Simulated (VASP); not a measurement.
**A VASP 6.6.1 single-point calculation on KCl**

INCAR

```
NSW = 0
LREAL = .FALSE.
GGA = PE
PREC = Accurate
LWAVE = .FALSE.
IBRION = -1
NBANDS = 15
LCHARG = .FALSE.
ENCUT = 520
EDIFF = 0.0001
NELM = 63
ISIF = 2
ISMEAR = -1
LASPH = .TRUE.
SIGMA = 0.02
```

KPOINTS

```
KPOINTS created by Atomic Simulation Environment
0
Gamma
3 3 3
0 0 0
```

POSCAR

```
K  Cl
 1.0000000000000000
     0.0000000000000000    3.6826469720000001    3.6826469720000001
     3.6826469720000001    0.0000000000000000    3.6826469720000001
     3.6826469720000001    3.6826469720000001    0.0000000000000000
 K   Cl
   1   1
Cartesian
  0.0000000000000000  0.0000000000000000  0.0000000000000000
  1.8413234860000001  1.8413234860000001  1.8413234860000001
```

The recommended PBE PAW datasets give the neutral cell 16 valence electrons.

Command

```
mpirun -np 1 vasp_std
```

Task: Predict the outcome of this run.

Result: It converged. Results: gap between bands v and c on the k mesh 4.48 eV; least direct gap on the k mesh 4.49 eV; pressure -1.0 GPa. Band v is the last that the valence electrons fill when counted band by band, and c is the next.

OSZICAR

```
N       E                     dE             d eps       ncg     rms          rms(c)
DAV:   1     0.102131641111E+03    0.10213E+03   -0.64733E+03   120   0.882E+02
DAV:   2     0.141846113113E+01   -0.10071E+03   -0.90344E+02   155   0.214E+02
DAV:   3    -0.679047229271E+01   -0.82089E+01   -0.81683E+01   162   0.549E+01
DAV:   4    -0.712666468653E+01   -0.33619E+00   -0.33613E+00   211   0.102E+01
DAV:   5    -0.712827153061E+01   -0.16068E-02   -0.16068E-02   169   0.762E-01    0.306E+00
DAV:   6    -0.660754670265E+01    0.52072E+00   -0.78611E-01   162   0.367E+00    0.236E+00
DAV:   7    -0.655262654867E+01    0.54920E-01   -0.20967E-01   176   0.209E+00    0.148E+00
DAV:   8    -0.657500046827E+01   -0.22374E-01   -0.32895E-02   173   0.113E+00    0.288E-01
DAV:   9    -0.657861965034E+01   -0.36192E-02   -0.41695E-03   141   0.341E-01    0.175E-01
DAV:  10    -0.658147439497E+01   -0.28547E-02   -0.16953E-03   120   0.277E-01    0.310E-02
DAV:  11    -0.658153592730E+01   -0.61532E-04   -0.93201E-05   131   0.599E-02
   1 F= -.65815359E+01 E0= -.65815359E+01  d E =-.510526E-11
```

For comparison, a separate PBE run of the intended cell, on usual settings and not on those above, gives a gap of 4.47 eV on its mesh and a pressure of -1.0 GPa.
